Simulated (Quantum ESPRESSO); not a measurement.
Runs of Quantum ESPRESSO 7.5 on KBr. The typed cell holds 2 atoms: a = 4.043 Å, b = 4.043 Å, c = 4.043 Å, α = 90.00°, β = 90.00°, γ = 90.00°. The cell comes from a database or a generator and needn't be the stable form of this composition.

```csv
task,level,potentials or basis,cell,k mesh,cutoff (eV),smearing,most ionic steps,forc conv thr,etot conv thr,ion dynamics,form of the LDA correlation,gap on the mesh (eV),pressure (GPa),largest force (eV/Å)
single point,PBE,SSSP 1.3 efficiency PBE,as given,7 × 7 × 7,816,fermi-dirac 0.05 eV,-,-,-,-,-,3.89,0.0,0.06
relaxation of the atoms,WC,GBRV 1.5 PBE,atoms relaxed,5 × 5 × 5,612,cold 0.136 eV,40,0.0004 Ry/bohr,1e-05 Ry,bfgs,-,3.79,-,-
single point,LDA,GBRV 1.5 LDA,as given,7 × 7 × 7,612,fermi-dirac 0.136 eV,-,-,-,-,PZ81,3.50,(c),(b)
relaxation of the atoms,revPBE,SSSP 1.3 efficiency PBE,atoms relaxed,4 × 4 × 4,816,cold 0.136 eV,40,0.0004 Ry/bohr,1e-05 Ry,bfgs,-,(a),-,-
```

Alike in all rows: no spin polarisation.

**Question.** Estimate the missing entries.

**Answer.** (a) 4.12; (b) 0.03; (c) -2.8.

Caveats: an odd mesh through Γ misses points on the zone boundary, where band edges often lie (some runs); the potentials were made for another functional, which shifts forces and pressure (some runs); this smearing can shift energies of a crystal with a gap (some runs).

A k mesh can miss the band edges, and the runs leave out spin-orbit coupling on Br.
